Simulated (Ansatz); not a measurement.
# HfB2 (P6/mmm) in Ansatz: a series of runs

The runs below take HfB2 through single point, equation of state, with LDA.

Program: Ansatz 0.2.0. These are calculated values, not measurements. Logs are shortened: lines on timing, memory, paths and dates and some standing lists are left out, and cuts for length are marked.

## Step 1: Starting point

It takes space group P6/mmm (No. 191, hexagonal). The conventional cell has a = 3.140 Å, b = 3.140 Å, c = 3.480 Å, α = 90.00°, β = 90.00°, γ = 120.00°. Hf (site symmetry 6/mmm) has 12 B at 2.51 Å as nearest neighbours. B (site symmetry -6m2) has 3 B at 1.81 Å as nearest neighbours.

## Step 2: Single point, LDA, 9.31 Å³/atom (volume scaled by 0.94)

Input file input.yaml:

```yaml
crystal:
  lattice:
    - [3.0759003814, 0.0, 0.0]
    - [-1.5379501907, 2.6638078698, 0.0]
    - [0.0, 0.0, 3.4089596583]
  atoms:
    - { symbol: Hf, position: [0.0, 0.0, 0.0] }
    - { symbol: B, position: [0.6666666667, 0.3333333333, 0.5] }
    - { symbol: B, position: [0.3333333333, 0.6666666667, 0.5] }
kpoints:
  mp_grid: { grid: [10, 10, 8] }
scf:
  occupations: { method: fermi_dirac, width: 0.05 }
hamiltonian:
  xc: lda
  pseudopotentials: { kind: all_electron, lapw: { basis_error: 0.002 } }
output:
  forces: true
  stress: true
  eigenvalues: true
```

Potentials or basis: all-electron LAPW, scalar-relativistic.

Started as:

```
> ansatz run input.yaml --threads 2 --pin off --max-ram 6144MiB --backend cpu --events-out ev --progress --plain --runs-dir out
```

Log:

```text
Warning: RAYON_NUM_THREADS=2 ignored (pool sized by the plan → 2); use --threads N
LAPW: plane waves up to 8.490 Å⁻¹, error target 2.0e-3 eV per atom; small_component_spin mean_spin; B in spheres of 0.888 Å, 5 of its electrons in bands, Dirac shells []; Hf in spheres of 1.379 Å, 42 of its electrons in bands, Dirac shells [] (how accurate: hamiltonian.pseudopotentials.lapw.basis_error, Limitations)
Engine: ansatz 0.2.0, aarch64-unknown-linux-gnu
Pseudopotentials: kind: all_electron
Pseudopotential: Hf, LAPW, valence charge 42, lapw/all_electron/scalar/gaussian/Hf, Koelling and Harmon's equation, gaussian nucleus
Pseudopotential: B, LAPW, valence charge 5, lapw/all_electron/scalar/gaussian/B, Koelling and Harmon's equation, gaussian nucleus
Functional definition: SPW92
  exchange = slater_x
  correlation = pw_c
Crystal: 3 atoms, lattice volume = 27.932 Å³
Basis set: ecut = 274.6422693882471 eV, 291 PW (Γ), exchange–correlation at level 2
Bands: 32, of which v1, the nominal top of the filled ones, is band 26 counted from 1 (25 counted from 0)
Symmetry: 24 space group operations
Space group: P6/mmm (ITA 191), of the structure as read, at distance tolerance 3.0e-5 Å
k-points: 70 of 800
Non-local potential: Hf, projectors of the file, none
Non-local potential: B, projectors of the file, none
Initial density: superposition of atomic densities (chi_scale 0.1, normalization cell, long waves kept (reshape's long-wave potential 0.00 eV rms))
Initial wavefunctions: plane waves of lowest kinetic energy (no species holds an atomic orbital)
Functional: x = slater, c = lda
iter 1 solved again at ethr=6.97e-3 eV; its pass at ethr=1.00e-1 eV (dr2=3.62e0 eV) is discarded
SCF iter   1: F=—  HF=-411350.881836 eV  |F-HF|=—  |Δ(HF+E_count)|=         —  Δρ=8.43e-2  dr2=3.63e0  ethr=6.97e-3  ⟨swp⟩=2.0  Hψ=13943  notcnv=0
preconditioner: auto → Kerker (q_TF=auto, 3.026 Å⁻¹)  [metal: Δε(μ)=0.106 eV  Ē_g=17.791 eV  σ=0.050 eV  W_gap=0.39  n_scr=20 (ndim 8)  ℏωp=38.5 eV  f_vac=0.000  D(μ)=0.33/eV (n_scr^D=0)]
SCF iter   2: F=—  HF=-411349.727746 eV  |F-HF|=—  |Δ(HF+E_count)|=    1.15e0  Δρ=4.34e-2  dr2=9.88e-1  ethr=6.97e-3  ⟨swp⟩=2.7  Hψ=6349  notcnv=0
preconditioner: auto → Resta (q_TF=auto, 3.026 Å⁻¹)  ε∞=5.1  [insulator: Δε(μ)=0.250 eV  Ē_g=19.080 eV  σ=0.050 eV  W_gap=0.65  n_scr=20 (ndim 8)  ℏωp=38.5 eV  f_vac=0.000  D(μ)=0.29/eV (n_scr^D=0)  ε∞_Penn≈5.1]
SCF iter   3: F=—  HF=-411349.490690 eV  |F-HF|=—  |Δ(HF+E_count)|=   2.37e-1  Δρ=2.05e-2  dr2=2.25e-1  ethr=1.90e-3  ⟨swp⟩=2.8  Hψ=6616  notcnv=0
SCF iter   4: F=—  HF=-411349.371572 eV  |F-HF|=—  |Δ(HF+E_count)|=   1.19e-1  Δρ=8.65e-3  dr2=3.56e-2  ethr=4.33e-4  ⟨swp⟩=2.4  Hψ=6824  notcnv=0
iter 5 solved again at ethr=5.78e-6 eV; its pass at ethr=6.85e-5 eV (dr2=3.00e-3 eV) is discarded
SCF iter   5: F=—  HF=-411349.362364 eV  |F-HF|=—  |Δ(HF+E_count)|=   9.21e-3  Δρ=2.61e-3  dr2=3.00e-3  ethr=5.78e-6  ⟨swp⟩=2.0  Hψ=11069  notcnv=0
SCF iter   6: F=—  HF=-411349.361782 eV  |F-HF|=—  |Δ(HF+E_count)|=   5.81e-4  Δρ=7.53e-4  dr2=2.33e-4  ethr=5.76e-6  ⟨swp⟩=2.0  Hψ=6376  notcnv=0
SCF iter   7: F=—  HF=-411349.361767 eV  |F-HF|=—  |Δ(HF+E_count)|=   1.49e-5  Δρ=1.12e-4  dr2=3.84e-6  ethr=4.48e-7  ⟨swp⟩=2.0  Hψ=6376  notcnv=0
SCF iter   8: F=—  HF=-411349.361766 eV  |F-HF|=—  |Δ(HF+E_count)|=   1.55e-6  Δρ=2.17e-5  dr2=1.16e-7  ethr=7.38e-9  ⟨swp⟩=3.0  Hψ=6589  notcnv=0
SCF iter   9: F=-411349.361766 eV  HF=-411349.361766 eV  |F-HF|=2.56e-9  |Δ(HF+E_count)|=   5.30e-9  Δρ=5.37e-6  dr2=7.23e-9  ethr=2.24e-10  ⟨swp⟩=2.0  Hψ=6374  notcnv=0
SCF 1 converged in 9 iterations: F = -411349.361766 eV  dr2 = 7.23e-9
SCF converged after 9 iterations
Free energy (F): -411349.361766 eV
Harris-Foulkes:  -411349.361766 eV  (|F-HF|=2.56e-9)
Internal energy: -411349.359245 eV  (E = F + TS)
E sigma→0 (E₀):  -411349.360505 eV
Entropy (-TS):   -0.002521 eV (-0.840 meV/atom)
Fermi energy:    21.784451 eV
--- Per-component energies (eV) ---
  E_band       = -4307.674522
  E_kinetic    = 457423.630185
  E_xc         = -8382.878074
  E_electrostatic = -860390.111356  (all electrons and nuclei)
  E_smearing   = -0.002521  (= −TS)
  E_closure    = 0.000000  (closes the sum)
  E_atoms      = -411323.004037  (free atoms, spherical and without spin; not in F)
  Σ components = -411349.361766   (vs F -411349.361766, Δ=0.00e0)
  Basis errors (estimates in eV, not in F): energy 9.1e-4 per atom: plane waves 8.1e-4 (4.2e-4 summed), levels above the bands 1.3e-53, relativity 5.9e-9, radial functions 1.0e-4, core shells 9.1e-8; eigenvalues (radial functions only) 8.6e-6; not estimated: angular momenta, meshes, grids; target (lapw.basis_error) 2.0e-3; muffin-tin radii B 0.888 Å, Hf 1.379 Å
--- Forces (eV/Å), atoms counted from 1 ---
  atom   1  Hf     0.00000000     0.00000000     0.00000000
  atom   2  B      0.00000000     0.00000000    -0.00000000
  atom   3  B      0.00000000    -0.00000000     0.00000000
  max |Σ_I F_I| component: 1.11e-16 eV/Å
--- Stress (GPa, compression-positive) ---
        7.013187       0.000000      -0.000000
        0.000000       7.013187      -0.000000
       -0.000000      -0.000000       5.102860
  P = ⅓ Tr σ = 6.3764 GPa (63.764 kbar)
--- Band table (eV; the first three rows and the last of 70) ---
  k-point 0: bands = ["-350.3145", "-350.2873", "-350.2873", "-178.6820", "-178.6785", "-178.6785", "-178.6553", "-178.6553", "-149.1046", "-149.0895", "-39.6483", "-8.5734", "-8.0048", "-8.0048", "7.9931", "10.3536", "10.3638", "10.3910", "10.3910", "10.3917", "10.3917", "10.4971", "18.7292", "18.8770", "18.8770", "19.2854", "26.1338", "26.1338", "26.8016", "26.8016", "27.2444", "27.2444"]
  k-point 1: bands = ["-350.3145", "-350.2873", "-350.2873", "-178.6820", "-178.6785", "-178.6785", "-178.6553", "-178.6553", "-149.1046", "-149.0895", "-39.6469", "-8.6268", "-8.0010", "-8.0010", "8.2654", "10.3506", "10.3636", "10.3869", "10.3869", "10.3955", "10.3955", "10.4971", "17.3863", "19.0480", "19.0480", "20.5501", "24.7252", "24.7252", "26.2526", "26.2526", "27.5561", "29.0555"]
  k-point 2: bands = ["-350.3145", "-350.2873", "-350.2873", "-178.6820", "-178.6785", "-178.6785", "-178.6553", "-178.6553", "-149.1046", "-149.0895", "-39.6434", "-8.7530", "-7.9916", "-7.9916", "9.0160", "10.3462", "10.3633", "10.3770", "10.3770", "10.4050", "10.4050", "10.4972", "15.7423", "19.5426", "19.5426", "22.0571", "23.3519", "23.3519", "24.9899", "24.9899", "27.4371", "30.1135"]
  k-point 69: bands = ["-350.3145", "-350.2873", "-350.2873", "-178.6820", "-178.6785", "-178.6785", "-178.6553", "-178.6553", "-149.0980", "-149.0961", "-39.5667", "-8.6915", "-8.6787", "-8.5177", "10.3481", "10.3624", "10.3832", "10.3891", "10.3925", "10.4020", "10.4646", "12.2249", "13.2243", "16.4260", "18.6816", "18.6971", "26.7094", "27.9105", "28.9862", "29.3534", "29.7036", "30.2170"]
```

Run time: 8.2 s. Hardware: 2 threads of Arm Neoverse V1, shared host; peak memory 0.35 GiB.

What came out:

```
Free energy            : -411349.3618 eV
Pressure               : 6.4 GPa
Band gap on the k mesh : none (metal or under the smearing width)
```

## Step 3: Single point, LDA, 9.51 Å³/atom (volume scaled by 0.96)

Edit input.yaml of step 2 so:

```diff
@@ -2,5 +2,5 @@
   lattice:
-    - [3.0759003814, 0.0, 0.0]
-    - [-1.5379501907, 2.6638078698, 0.0]
-    - [0.0, 0.0, 3.4089596583]
+    - [3.0975623654, 0.0, 0.0]
+    - [-1.5487811827, 2.6825676982, 0.0]
+    - [0.0, 0.0, 3.4329672075]
   atoms:
```

Potentials or basis: all-electron LAPW, scalar-relativistic.

Started as:

```
> ansatz run input.yaml --threads 2 --pin off --max-ram 6144MiB --backend cpu --events-out ev --progress --plain --runs-dir out
```

Wall time 8.1 s (2 threads of Arm Neoverse V1, shared host); peak memory 0.35 GiB.

Results (log left out):

| Quantity | Value |
| --- | --- |
| Free energy | -411349.3740 eV |
| Pressure | 0.3 GPa |
| Band gap on the k mesh | none (metal or under the smearing width) |

## Step 4: Single point, LDA, 9.71 Å³/atom (volume scaled by 0.98)

Edit input.yaml of step 3 so:

```diff
@@ -2,5 +2,5 @@
   lattice:
-    - [3.0975623654, 0.0, 0.0]
-    - [-1.5487811827, 2.6825676982, 0.0]
-    - [0.0, 0.0, 3.4329672075]
+    - [3.1189255395, 0.0, 0.0]
+    - [-1.5594627698, 2.7010687497, 0.0]
+    - [0.0, 0.0, 3.4566435916]
   atoms:
```

Started as:

```
> ansatz run input.yaml --threads 2 --pin off --max-ram 6144MiB --backend cpu --events-out ev --progress --plain --runs-dir out
```

It took 8.1 s on 2 threads of Arm Neoverse V1, shared host; peak memory 0.35 GiB.

Results (log left out):

- Free energy: -411349.3648 eV
- Pressure: -5.1 GPa
- Band gap on the k mesh: none (metal or under the smearing width)

## Step 5: Single point, LDA, 9.90 Å³/atom

Edit input.yaml of step 4 so:

```diff
@@ -2,5 +2,5 @@
   lattice:
-    - [3.1189255395, 0.0, 0.0]
-    - [-1.5594627698, 2.7010687497, 0.0]
-    - [0.0, 0.0, 3.4566435916]
+    - [3.14, 0.0, 0.0]
+    - [-1.57, 2.7193197679, 0.0]
+    - [0.0, 0.0, 3.48]
   atoms:
```

Started as:

```
> ansatz run input.yaml --threads 2 --pin off --max-ram 6144MiB --backend cpu --events-out ev --progress --plain --runs-dir out
```

It took 8.1 s on 2 threads of Arm Neoverse V1, shared host; peak memory 0.35 GiB.

The run converged. Its results:

```yaml
Free_energy: -411349.3364 eV
Pressure: -10.1 GPa
Band_gap_on_the_k_mesh: none (metal or under the smearing width)
```

## Step 6: Single point, LDA, 10.10 Å³/atom (volume scaled by 1.02)

Edit input.yaml of step 5 so:

```diff
@@ -2,5 +2,5 @@
   lattice:
-    - [3.14, 0.0, 0.0]
-    - [-1.57, 2.7193197679, 0.0]
-    - [0.0, 0.0, 3.48]
+    - [3.160795308, 0.0, 0.0]
+    - [-1.580397654, 2.7373290329, 0.0]
+    - [0.0, 0.0, 3.5030470293]
   atoms:
```

Potentials or basis: all-electron LAPW, scalar-relativistic.

Started as:

```
> ansatz run input.yaml --threads 2 --pin off --max-ram 6144MiB --backend cpu --events-out ev --progress --plain --runs-dir out
```

Run time: 8.1 s. Hardware: 2 threads of Arm Neoverse V1, shared host; peak memory 0.35 GiB.

Results (log left out):

| Item | Value |
| --- | --- |
| Free energy | -411349.2905 eV |
| Pressure | -14.6 GPa |
| Band gap on the k mesh | none (metal or under the smearing width) |

## Step 7: Single point, LDA, 10.30 Å³/atom (volume scaled by 1.04)

Edit input.yaml of step 6 so:

```diff
@@ -2,5 +2,5 @@
   lattice:
-    - [3.160795308, 0.0, 0.0]
-    - [-1.580397654, 2.7373290329, 0.0]
-    - [0.0, 0.0, 3.5030470293]
+    - [3.181320528, 0.0, 0.0]
+    - [-1.590660264, 2.7551043948, 0.0]
+    - [0.0, 0.0, 3.5257947253]
   atoms:
```

Started as:

```
> ansatz run input.yaml --threads 2 --pin off --max-ram 6144MiB --backend cpu --events-out ev --progress --plain --runs-dir out
```

Run time: 8.1 s. Hardware: 2 threads of Arm Neoverse V1, shared host; peak memory 0.35 GiB.

The run converged. Its results:

```yaml
Free_energy: -411349.2288 eV
Pressure: -18.6 GPa
Band_gap_on_the_k_mesh: none (metal or under the smearing width)
```

## Step 8: Single point, LDA, 10.50 Å³/atom (volume scaled by 1.06)

Edit input.yaml of step 7 so:

```diff
@@ -2,5 +2,5 @@
   lattice:
-    - [3.181320528, 0.0, 0.0]
-    - [-1.590660264, 2.7551043948, 0.0]
-    - [0.0, 0.0, 3.5257947253]
+    - [3.2015842624, 0.0, 0.0]
+    - [-1.6007921312, 2.7726533036, 0.0]
+    - [0.0, 0.0, 3.548252622]
   atoms:
```

Started as:

```
> ansatz run input.yaml --threads 2 --pin off --max-ram 6144MiB --backend cpu --events-out ev --progress --plain --runs-dir out
```

Run time: 7.2 s. Hardware: 2 threads of Arm Neoverse V1, shared host; peak memory 0.34 GiB.

The run converged. Its results:

```
Free energy            : -411349.1529 eV
Pressure               : -22.3 GPa
Band gap on the k mesh : none (metal or under the smearing width)
```

## Step 9: Equation of state, LDA

Potentials or basis: all-electron LAPW, scalar-relativistic.

No new run: the results of the series are fitted here.

Results:

```
Equilibrium volume                        : 9.52 Å³/atom
Bulk modulus at fixed shape and positions : 275 GPa
Pressure derivative of the bulk modulus   : 3.9
```

Energy against volume, from the lowest point:
| volume (Å³/atom) | energy (meV/atom) |
| --- | --- |
| 9.311 | 4.07 |
| 9.509 | 0.00 |
| 9.707 | 3.05 |
| 9.905 | 12.53 |
| 10.103 | 27.83 |
| 10.301 | 48.38 |
| 10.499 | 73.69 |

Caveat: the cell was scaled at fixed shape and fractional positions, which overstates the stiffness of a crystal with free parameters, most of all of layers and chains. Spin-orbit coupling is left out, which matters for the levels of Hf.
